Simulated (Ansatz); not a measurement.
# Ansatz 0.2.0, settings compared: TlCl

The command:

```bash
ansatz run input.yaml --threads 1 --pin off --max-ram 2560MiB --backend cpu --events-out ev --progress --plain --runs-dir out
```

The input file (Ansatz 0.2.0, plane waves):

```yaml
crystal:
  lattice:
    - [3.894742, 0.0, 0.0]
    - [0.0, 3.894742, 0.0]
    - [0.0, 0.0, 3.894742]
  atoms:
    - { symbol: Tl, position: [0.0, 0.0, 0.0] }
    - { symbol: Cl, position: [0.5, 0.5, 0.5] }
  symmetry: { tolerance: 0.0003 }
kpoints:
  mp_grid: { grid: [5, 5, 5], shift: [0, 0, 0] }
magnetization:
  spin_polarized: false
scf:
  occupations: { method: cold, width: 0.0164 }
hamiltonian:
  pseudopotentials: { kind: paw }
  xc: pbe
basis:
  ecutwfc: 420
output:
  forces: true
  stress: true
  eigenvalues: true
```

Origin of the cell: a database entry, scaled a little.

Output of this run (shortened):

```
Pseudopotentials: kind: paw
Pseudopotential: Tl, paw, valence charge 13, recommended cutoff 420 eV (normal), Tl.paw.azcp
Pseudopotential: Cl, paw, valence charge 7, recommended cutoff 420 eV (normal), Cl.paw.azcp
Functional definition: PBE
  exchange = pbe_x(kappa = kappa, mu = beta*pi^2/3)
  correlation = pbe_c(beta = beta)
Crystal: 2 atoms, lattice volume = 59.079 Å³
Basis set: ecut = 420 eV, 1189 PW (Γ), exchange–correlation on 54×54×54 points (8 copies of the dense FFT grid, shifted against one another)
Bands: 14, of which v1, the nominal top of the filled ones, is band 10 counted from 1 (9 counted from 0)
Symmetry: 48 space group operations
Space group: Pm-3m (ITA 221), of the structure as read, at distance tolerance 1.2e-3 Å
k-points: 10 of 125
[… 4 lines left out …]
Initial density: superposition of atomic densities (neutral atoms: chi_scale 0, normalization atom), corrected by the library's trained network
Functional: x = pbe(κ = 0.804, μ = 0.219515), c = pbe(β = 0.066725)
SCF iter   1: F=—  HF=-12525.610820 eV  Δρ=5.19e-4  dr2=1.94e-4
SCF iter   2: F=—  HF=-12525.610430 eV  S|Δr|=    0.00e0  Δρ=1.10e-3  dr2=1.38e-3
SCF iter   3: F=—  HF=-12525.610181 eV  S|Δr|=    0.00e0  Δρ=6.93e-4  dr2=5.52e-4
SCF iter   4: F=—  HF=-12525.610070 eV  S|Δr|=    0.00e0  Δρ=3.81e-4  dr2=1.66e-4
SCF iter   5: F=—  HF=-12525.610021 eV  S|Δr|=    0.00e0  Δρ=1.65e-4  dr2=1.93e-5
SCF iter   6: F=—  HF=-12525.610041 eV  S|Δr|=    0.00e0  Δρ=3.07e-4  dr2=8.63e-5
SCF iter   7: F=—  HF=-12525.610014 eV  S|Δr|=    0.00e0  Δρ=3.82e-5  dr2=5.11e-7
SCF iter   8: F=—  HF=-12525.610018 eV  S|Δr|=    0.00e0  Δρ=1.11e-4  dr2=1.39e-5
SCF iter   9: F=—  HF=-12525.610016 eV  S|Δr|=    0.00e0  Δρ=6.40e-5  dr2=4.61e-6
SCF iter  10: F=-12525.610014 eV  HF=-12525.610014 eV  S|Δr|=    0.00e0  Δρ=2.41e-7  dr2=1.89e-11
SCF 1 converged in 10 iterations: F = -12525.610014 eV  dr2 = 1.89e-11
SCF converged after 10 iterations
Stability not checked: this state was not tested for a lower state beside it, because cold or Methfessel-Paxton smearing, or corrected tetrahedra, fill the levels in a way that the test cannot read (fill_not_monotonic; […]
Free energy (F): -12525.610014 eV
Harris-Foulkes:  -12525.610014 eV  (|F-HF|=8.19e-11)
Internal energy: -12525.610014 eV  (E = F + TS)
E sigma→0 (E₀):  -12525.610014 eV
Fermi energy:    5.802423 eV
--- Per-component energies (eV) ---
  E_band       = -48.588845
  E_kinetic    = 491.749596
  E_local      = -1225.812773  (includes V_loc(G=0)·N_el)
  E_nonlocal   = 346.373114
  E_hartree    = 434.408341
  E_xc         = -338.137687
  E_vxc        = -264.025136  (∫ρ·V_xc dr)
  E_paw        = -10820.966564  (= ΣΔE_a)
  E_vpaw       = -265.690404  (= ΣTr[D̂ρ^β])
  E_aug_tail   = 0.000124  (compensation charges beyond the density's cutoff)
  E_ewald      = -1413.224164
  E_smearing   = -0.000000  (= −TS)
  Σ components = -12525.610014   (vs F -12525.610014, Δ=0.00e0)
--- Forces (eV/Å), atoms counted from 1 ---
  atom   1  Tl    -0.000000     0.000000    -0.000000
  atom   2  Cl     0.000000    -0.000000    -0.000000
  max |Σ_I F_I| component: 0.0 eV/Å
--- Stress (GPa, compression-positive) ---
        0.078679       0.000000       0.000000
        0.000000       0.078679       0.000000
        0.000000       0.000000       0.078679
  P = ⅓ Tr σ = 0.0787 GPa (0.787 kbar)
```

The same input was run again with these changes:

1. `basis.ecutwfc` 420 → "400 eV"
2. `magnetization` { spin_polarized: false } → { spin_polarized: true } (starts: small); `scf.initial_density.chi_scale` default → 0.1; typed moments: Tl1 0.2, Cl2 0.2
3. `scf.eigensolver.kind` default → davidson
4. `basis.ecutwfc` 420 → "450 eV"; `scf.algorithm` default → direct_min; `scf.mixing.algorithm` default → msr1; `scf.mixing.beta` default → 0.05

| run | end | SCF iterations | P (GPa) | max force component (eV/Å) | moment (μB) | ΔE(σ→0) (meV/atom) |
| --- | --- | --- | --- | --- | --- | --- |
| base | converged | 10 | 0.08 | 0.000 | – | 0 |
| 1 | converged | 10 | 0.08 | 0.000 | – | 0.30 |
| 2 | converged | 13 | 0.08 | 0.000 | 0.00 | 0.00 |
| 3 | converged | 5 | 0.08 | 0.000 | – | 0.00 |
| 4 | converged | 6 | 0.08 | 0.000 | – | -0.39 |

Energies are compared only where functional, datasets, charge and starting cell are the same.

Caveats of the base run: no spin-orbit coupling, though heavy elements are present.

Run 1: the cutoff lies below the datasets' advice.
Run 2: a starting moment was lost.

The base run took 0.97 s on 1 thread of Arm Neoverse V2, on a shared host, peak memory 0.27 GiB, from the program's own first density.
